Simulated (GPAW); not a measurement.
Crystal: SiRu.

```
Ru Si
1.0
     4.70860    0.00000    0.00000
     0.00000    4.70860    0.00000
     0.00000    0.00000    4.70860
Ru Si
4 4
Cartesian
  0.6093 0.6093 0.6093
  1.7450 4.0993 2.9636
  2.9636 1.7450 4.0993
  4.0993 2.9636 1.7450
  3.9438 3.9438 3.9438
  3.1191 0.7648 1.5895
  1.5895 3.1191 0.7648
  0.7648 1.5895 3.1191
```

The cell comes from a database or a generator and needn't be the stable form of this composition.

Base run:

| Item | Value |
| --- | --- |
| Program | GPAW 26.7.0 |
| Functional | PBE |
| Potentials or basis | GPAW PAW data sets (gpaw-data 1.2.1) |
| Cutoff | 600 eV |
| Basis | pw |
| k mesh | 6 × 6 × 6 |
| Occupations | fermi-dirac, width 0.05 eV |
| Spin | no spin polarisation |

Its results: band gap on the k mesh 0.26 eV, indirect (least direct gap 0.32 eV); pressure 5.3 GPa; largest force 0.183 eV/Å.

Question: The run is repeated on the same cell with these changes: functional from PBE to r2SCAN; k mesh from 6 × 6 × 6 to 5 × 5 × 5. What comes out?

Answer: Band gap on the k mesh 0.33 eV, indirect (least direct gap 0.45 eV); pressure 1.4 GPa; largest force 0.063 eV/Å.

Several settings changed at once, so the effect can't be laid on one alone.

Caveats: the PAW data sets were made with another functional, which shifts forces and pressure a little (some runs).

A k mesh can miss the band edges.
